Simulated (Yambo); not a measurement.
# Ge (Fd-3m) in Yambo: further runs

The runs below take Ge through optical spectrum, Hartree-Fock levels, G0W0 quasiparticle levels, with PBE.

Everything below comes from runs of Yambo 5.3.0. Logs are shortened: lines on timing, memory, paths and dates and some standing lists are left out, and cuts for length are marked.

## 1. The structure

It takes space group Fd-3m (No. 227, cubic). The conventional cell has a = 5.658 Å, b = 5.658 Å, c = 5.658 Å, α = 90.00°, β = 90.00°, γ = 90.00°. Ge (site symmetry -43m) has 4 Ge at 2.45 Å as nearest neighbours.

## 2. Optical spectrum, PBE, non-collinear spin, zero start, spin-orbit coupling

optics5.in reads:

```
optics
chi
tddft
Chimod= "LRC"
% BndsRnXd
 1 | 68 |
%
NGsBlkXd= 1 Ry
% LongDrXd
 0 | 1 | 0 |
%
% QpntsRXd
 1 | 1 |
%
% EnRngeXd
 0 | 20 | eV
%
% DmRngeXd
 0.1 | 0.1 | eV
%
ETStpsXd= 150
LRC_alpha= -0.1
```

scf.in reads:

```
&CONTROL
  calculation = 'scf'
  prefix = 'pwscf'
  outdir = './tmp'
  pseudo_dir = './pseudo'
/
&SYSTEM
  ibrav = 0
  nat = 2
  ntyp = 1
  ecutwfc = 78
  nbnd = 42
  occupations = 'smearing'
  smearing = 'fd'
  degauss = 0.00367493
  noncolin = .true.
  lspinorb = .true.
  force_symmorphic = .true.
/
&ELECTRONS
  conv_thr = 4d-10
  electron_maxstep = 120
  mixing_beta = 0.5
/
ATOMIC_SPECIES
Ge    72.6300 Ge.upf
CELL_PARAMETERS angstrom
   0.0000000000    2.8289100000    2.8289100000
   2.8289100000    0.0000000000    2.8289100000
   2.8289100000    2.8289100000    0.0000000000
ATOMIC_POSITIONS crystal
Ge     0.7500000000    0.7500000000    0.7500000000
Ge     0.5000000000    0.5000000000    0.5000000000
K_POINTS automatic
8 8 8 0 0 0
```

nscf.in reads:

```
&CONTROL
  calculation = 'nscf'
  prefix = 'pwscf'
  outdir = './tmp'
  pseudo_dir = './pseudo'
/
&SYSTEM
  ibrav = 0
  nat = 2
  ntyp = 1
  ecutwfc = 78
  nbnd = 68
  occupations = 'smearing'
  smearing = 'fd'
  degauss = 0.00367493
  noncolin = .true.
  lspinorb = .true.
  force_symmorphic = .true.
/
&ELECTRONS
  conv_thr = 1d-08
  diago_full_acc = .true.
  diago_thr_init = 1d-06
/
ATOMIC_SPECIES
Ge    72.6300 Ge.upf
CELL_PARAMETERS angstrom
   0.0000000000    2.8289100000    2.8289100000
   2.8289100000    0.0000000000    2.8289100000
   2.8289100000    2.8289100000    0.0000000000
ATOMIC_POSITIONS crystal
Ge     0.7500000000    0.7500000000    0.7500000000
Ge     0.5000000000    0.5000000000    0.5000000000
K_POINTS automatic
8 8 8 0 0 0
```

Potentials or basis: PseudoDojo 0.4 FR PBE standard.

Command:

```bash
$ OMP_NUM_THREADS=1 pw.x -in scf.in > scf.out
$ OMP_NUM_THREADS=1 pw.x -in nscf.in > nscf.out
$ cd tmp/pwscf.save; p2y; mv SAVE ../..; cd ../..
$ OMP_NUM_THREADS=1 yambo
$ OMP_NUM_THREADS=1 yambo -F optics5.in -J optics5 -C optics5_out
```

Yambo's report:

```text
[... sections 02.01 to 02.04 as in the set-up run ...]

  [02.05] Energies & Occupations
  ==============================

  [X] === General ===
  [X] Electronic Temperature                        :  0.258606E-1   300.100    [eV K]
  [X] Bosonic    Temperature                        :  0.258606E-1   300.100    [eV K]
  [X] Finite Temperature mode                       : yes
  [X] El. density                                   :  0.61840E+24 [cm-3]
  [X] Fermi Level                                   :  9.653733 [eV]

  [X] === Gaps and Widths ===
  [X] Conduction Band Min                           :  9.653733 [eV]
  [X] Valence Band Max                              :  9.653733 [eV]
  [X] Filled Bands                                  :  24
  [X] Metallic Bands                                :  25  30
  [X] Empty Bands                                   :   31   68

  [X] === Metallic Characters ===
  [X] N of el / N of met el                         :  28.00000   3.99328
  [X] Average metallic occ.                         :  0.332773

  [WARNING] [X] Metallic system

 [03] Transferred momenta grid and indexing
 ==========================================

 IBZ Q-points                                      :  29
 BZ  Q-points                                      :   512

 K/Q-points units:
 rlu = crystal or reduced units; cc = cartesian coordinates; iku = interal k-units

 Q [ 1]         [rlu]:  0.000000  0.000000  0.000000
 Q [ 2]         [rlu]: -0.64730E-18 -0.64730E-18  0.12500
 Q [ 3]         [rlu]: -0.12946E-17 -0.12946E-17  0.25000
 Q [ 4]         [rlu]:  0.36165E-16  0.36165E-16  0.37500
 Q [ 5]         [rlu]:  0.25892E-17  0.25892E-17 -0.50000
 Q [ 6]         [rlu]:  0.43479E-17  0.12500      0.12500
 Q [ 7]         [rlu]:  0.13230E-16  0.12500      0.25000
 Q [ 8]         [rlu]: -0.20769E-16  0.12500      0.37500
 Q [ 9]         [rlu]: -0.20574E-16  0.12500      0.50000
 Q [10]         [rlu]:  0.25892E-17  0.12500     -0.37500
 Q [11]         [rlu]: -0.36165E-16  0.12500     -0.25000
 Q [12]         [rlu]:  0.12946E-17  0.12500     -0.12500
 Q [13]         [rlu]:  0.86959E-17  0.25000      0.25000
 Q [14]         [rlu]: -0.14525E-16  0.25000      0.37500
 Q [15]         [rlu]: -0.12260E-16  0.25000      0.50000
[... 12 lines left out ...]
 Q [28]         [rlu]:  0.125000 -0.500000 -0.375000
 Q [29]         [rlu]:  0.250000 -0.500000 -0.250000

 [04] Dipoles
 ============

  [04.01] Setup: observables and procedures
  =========================================

  [WARNING] [x,Vnl] slows the Dipoles computation. To neglect it rename the ns.kb_pp file
  [WF-Oscillators/G space/Transverse up loader] Normalization (few states)  min/max  :  0.39983E-17   1.0000

  [WR./optics5//ndb.dipoles]------------------------------------------------------
   Brillouin Zone Q/K grids (IBZ/BZ)                :    29   512    29   512
   RL vectors                                       :   4573 [WF]
   Fragmentation                                    : yes
   Electronic Temperature                           :  300.1000 [K]
   Bosonic    Temperature                           :  300.1000 [K]
   DIP band range                                   :    1   68
   DIP band range limits                            :  30  25
   DIP e/h energy range                             : -1.000000 -1.000000 [eV]
   RL vectors in the sum                            :   4573
   [r,Vnl] included                                 : yes
   Bands ordered                                    : yes
   Direct v evaluation                              : no
   Approach used                                    : G-space v
   Dipoles computed                                 : R V P [G-space]
   Wavefunctions                                    : Perdew, Burke & Ernzerhof(X)+Perdew, Burke & Ernzerhof(C)

  [WARNING] [r,Vnl^pseudo] included in position and velocity dipoles.

  [WARNING] In case H contains other non local terms, these are neglected

 [05] Optics
 ===========

 [X-CG] R(p) Tot o/o(of R):     7502   576952      100

 [WARNING] The system is a metal but Drude term not included.
```

It took 4.5 min on 1 thread of Arm Neoverse V2, shared host; peak memory 1.1 GiB.

Results:

- Band gap on the k mesh, mean-field level: none (metal or under the smearing width)

Dielectric function (along the field direction of the input):
| energy (eV) | real part | imaginary part |
| --- | --- | --- |
| 0.27 | -62.21 | 30.77 |
| 0.94 | 27.20 | 9.31 |
| 1.61 | -12.56 | 38.20 |
| 2.28 | 5.21 | 9.25 |
| 2.95 | 3.95 | 18.60 |
| 3.62 | 0.48 | 25.93 |
| 4.30 | -6.04 | 7.34 |
| 4.97 | -5.49 | 6.52 |
| 5.64 | -11.93 | 9.06 |
| 6.31 | -6.19 | 4.26 |
| 6.98 | -4.03 | 2.81 |
| 7.65 | -2.77 | 1.04 |
| 8.32 | -1.63 | 1.97 |
| 8.99 | -2.23 | 1.49 |
| 9.66 | -1.85 | 1.10 |
| 10.47 | -1.19 | 0.63 |
| 11.14 | -0.97 | 1.04 |
| 11.81 | -0.98 | 0.57 |
| 12.48 | -0.65 | 0.50 |
| 13.15 | -0.55 | 0.45 |
| 13.83 | -0.37 | 0.37 |
| 14.50 | -0.17 | 0.24 |
| 15.17 | -0.09 | 0.26 |
| 15.84 | -0.01 | 0.25 |
| 16.51 | 0.05 | 0.24 |
| 17.18 | 0.15 | 0.22 |
| 17.85 | 0.18 | 0.17 |
| 18.52 | 0.23 | 0.13 |
| 19.19 | 0.33 | 0.08 |
| 20.00 | 0.40 | 0.09 |

Caveat: the intraband (Drude) term of the metal is left out; the optical matrix elements of this version leave out the spin-flip part of the nonlocal potential, a small error; the ground state has no gap, which makes the many-body step unreliable; the long-range kernel's strength is typed, not fitted to the crystal's screening; spectra need much finer meshes, so this one isn't converged; independent-particle spectra lack excitons; this crystal is a semiconductor, whose small gap the functional closes, so the metal is an error of the method.

## 3. Hartree-Fock levels, PBE, non-collinear spin, zero start, spin-orbit coupling

hf1.in reads:

```
rim_cut
HF_and_locXC
RandQpts= 1000000
RandGvec= 50 RL
EXXRLvcs= 78 Ry
VXCRLvcs= 78 Ry
% QPkrange
 1 | 1 | 25 | 32 |
 3 | 3 | 25 | 32 |
%
```

scf.in is that of step 2.

nscf.in: that of step 2 with these lines changed.

```diff
@@ -11,3 +11,3 @@
   ecutwfc = 78
-  nbnd = 68
+  nbnd = 108
   occupations = 'smearing'
@@ -34,2 +34,2 @@
 K_POINTS automatic
-8 8 8 0 0 0
+2 2 2 0 0 0
```

Potentials or basis: PseudoDojo 0.4 FR PBE standard.

Command:

```bash
$ OMP_NUM_THREADS=1 pw.x -in scf.in > scf.out
$ OMP_NUM_THREADS=1 pw.x -in nscf.in > nscf.out
$ cd tmp/pwscf.save; p2y; mv SAVE ../..; cd ../..
$ OMP_NUM_THREADS=1 yambo
$ mkdir -p hf1; ln -s $PWD/g0w00/ndb.RIM hf1/
$ OMP_NUM_THREADS=1 yambo -F hf1.in -J hf1 -C hf1_out
```

Yambo's report:

```text
[... sections 02.01 to 02.04 as in the set-up run ...]

  [02.05] Energies & Occupations
  ==============================

  [X] === General ===
  [X] Electronic Temperature                        :  0.258606E-1   300.100    [eV K]
  [X] Bosonic    Temperature                        :  0.258606E-1   300.100    [eV K]
  [X] Finite Temperature mode                       : yes
  [X] El. density                                   :  0.61840E+24 [cm-3]
  [X] Fermi Level                                   :  9.653707 [eV]

  [X] === Gaps and Widths ===
  [X] Conduction Band Min                           :  9.653707 [eV]
  [X] Valence Band Max                              :  9.653707 [eV]
  [X] Filled Bands                                  :  24
  [X] Metallic Bands                                :  25  30
  [X] Empty Bands                                   :   31  108

  [X] === Metallic Characters ===
[... 72 lines left out ...]
 <32|nlXC|32> = -7.085986  0.17147E-17 <32|lXC|32> = -11.19622 -0.47204E-16

  Corrections @ K [3] :  [eV]
 <25|nlXC|25> = -14.68728  0.90823E-17 <25|lXC|25> = -11.36447 -0.29503E-16
 <26|nlXC|26> = -14.68727 -0.39959E-17 <26|lXC|26> = -11.36447 -0.15341E-15
 <27|nlXC|27> = -14.68727  0.70200E-17 <27|lXC|27> = -11.36447 -0.17702E-16
 <28|nlXC|28> = -14.68728 -0.99952E-17 <28|lXC|28> = -11.36447 -0.53105E-16
 <29|nlXC|29> = -5.605812 -0.87180E-18 <29|lXC|29> = -10.22903 -0.29503E-17
 <30|nlXC|30> = -5.605816 -0.18111E-18 <30|lXC|30> = -10.22903 -0.20652E-16
 <31|nlXC|31> = -5.605814  0.57349E-17 <31|lXC|31> = -10.22903  0.000000
 <32|nlXC|32> = -5.605813  0.46888E-17 <32|lXC|32> = -10.22902  0.18439E-16

  [05.01] Hartree-Fock occupations report
  =======================================

  [Hartree-Fock] === General ===
  [Hartree-Fock] Electronic Temperature             :  0.258606E-1   300.100    [eV K]
  [Hartree-Fock] Bosonic    Temperature             :  0.258606E-1   300.100    [eV K]
  [Hartree-Fock] Finite Temperature mode            : yes
  [Hartree-Fock] El. density                        :  0.61840E+24 [cm-3]
  [Hartree-Fock] Fermi Level                        :  9.653707 [eV]

  [Hartree-Fock] === Gaps and Widths ===
  [Hartree-Fock] Conduction Band Min                :  9.653707 [eV]
  [Hartree-Fock] Valence Band Max                   :  9.653707 [eV]
  [Hartree-Fock] Filled Bands                       :  24
  [Hartree-Fock] Metallic Bands                     :  25  30
  [Hartree-Fock] Empty Bands                        :   31  108

  [Hartree-Fock] === Metallic Characters ===
  [Hartree-Fock] N of el / N of met el              :  28.00000   3.93449
  [Hartree-Fock] Average metallic occ.              :  0.327874

  [WARNING] [Hartree-Fock] Metallic system
```

o-hf1.hf:

```text
#    K-point            Band               Eo [eV]            Ehf [eV]           Vxc [eV]           Vnlxc [eV]
#
        1                  25                -0.058474          -0.019360          -14.97977          -14.94065
        1                  26                -0.058474          -0.019360          -14.97977          -14.94065
        1                  27                 0.001895          -0.525476          -12.58693          -13.11431
        1                  28                 0.001895          -0.525491          -12.58693          -13.11432
        1                  29                 0.001895          -0.525487          -12.58693          -13.11432
        1                  30                 0.001895          -0.525500          -12.58693          -13.11433
[... 8 lines left out ...]
        3                  31                 0.655015           5.278225          -10.22903          -5.605814
        3                   32                0.655015           5.278226          -10.22902          -5.605813
#
```

Wall time 3.5 min (1 thread of Arm Neoverse V2, shared host); peak memory 0.27 GiB.

Results:

| Property | Result |
| --- | --- |
| Band gap on the k mesh, mean-field level | none (metal or under the smearing width) |

Quasiparticle terms (eV):
```tsv
k point	band	Kohn-Sham level	Vxc	Σx	Σc	Z	result
(0.000, 0.000, 0.000)	25	-0.06	-14.98	-14.94	-	-	-0.02
(0.000, 0.000, 0.000)	26	-0.06	-14.98	-14.94	-	-	-0.02
(0.000, 0.000, 0.000)	27	0.00	-12.59	-13.11	-	-	-0.53
(0.000, 0.000, 0.000)	28	0.00	-12.59	-13.11	-	-	-0.53
(0.000, 0.000, 0.000)	29	0.00	-12.59	-13.11	-	-	-0.53
(0.000, 0.000, 0.000)	30	0.00	-12.59	-13.11	-	-	-0.53
(0.000, 0.000, 0.000)	31	2.31	-11.20	-7.09	-	-	6.42
(0.000, 0.000, 0.000)	32	2.31	-11.20	-7.09	-	-	6.42
(0.000, -0.500, -0.500)	25	-3.17	-11.36	-14.69	-	-	-6.49
(0.000, -0.500, -0.500)	26	-3.17	-11.36	-14.69	-	-	-6.49
(0.000, -0.500, -0.500)	27	-3.17	-11.36	-14.69	-	-	-6.49
(0.000, -0.500, -0.500)	28	-3.17	-11.36	-14.69	-	-	-6.49
(0.000, -0.500, -0.500)	29	0.66	-10.23	-5.61	-	-	5.28
(0.000, -0.500, -0.500)	30	0.66	-10.23	-5.61	-	-	5.28
(0.000, -0.500, -0.500)	31	0.66	-10.23	-5.61	-	-	5.28
(0.000, -0.500, -0.500)	32	0.66	-10.23	-5.61	-	-	5.28
```

Caveat: the k mesh is coarse (spacing up to 0.96 Å⁻¹), so the values aren't converged; the potentials hold a filled d shell without the s and p states of that shell, which can shift GW gaps by tenths of an eV, either way; the optical matrix elements of this version leave out the spin-flip part of the nonlocal potential, a small error; the ground state has no gap, which makes the many-body step unreliable; this crystal is a semiconductor, whose small gap the functional closes, so the metal is an error of the method.

[end of part 1 of 2]
